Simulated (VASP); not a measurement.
KCl, 2 atoms in the cell. The structure is cubic, space group Pm-3m (No. 221). The conventional cell has a = 3.833 Å, b = 3.833 Å, c = 3.833 Å, α = 90.00°, β = 90.00°, γ = 90.00°. Around K (site symmetry m-3m) lie 8 Cl at 3.32 Å. Cl (site symmetry m-3m) is surrounded by 8 K at 3.32 Å. Measurements of this composition are mostly on another form, of space group No. 225. The cell isn't the ideal one: a relaxed cell with its volume scaled by 1.06.

```yaml
Program: VASP 6.6.1
Task: relaxation of the atoms
Functional: PBE
Dispersion: D3(BJ)
Potentials_or_basis: VASP PAW PBE potentials, release 64 (K_sv, Cl)
Cutoff: 600 eV
k_mesh: 8 × 8 × 8
Occupations: gaussian, width 0.03 eV
Spin: no spin polarisation
Further_INCAR_settings: ALGO = Fast; EDIFF = 1e-07; IBRION = 2; EDIFFG = -0.01; NSW = 40
```

Potentials or basis: VASP PAW PBE potentials, release 64 (K_sv, Cl).

Run with:

```sh
$ cat potpaw_PBE.64/K_sv/POTCAR potpaw_PBE.64/Cl/POTCAR > POTCAR
$ mpirun -np 1 vasp_std > vasp.out
```

Hardware: 1 thread of Intel(R) Xeon(R) 6975P-C (Granite Rapids) (shared host).

Task: How long does it take, and how much memory?

Result: It took 14 s on 1 thread of Intel(R) Xeon(R) 6975P-C (Granite Rapids), with other jobs on the host, peak memory 0.2 GiB. Counts: scf iterations 21, k points 35, ion steps 1.
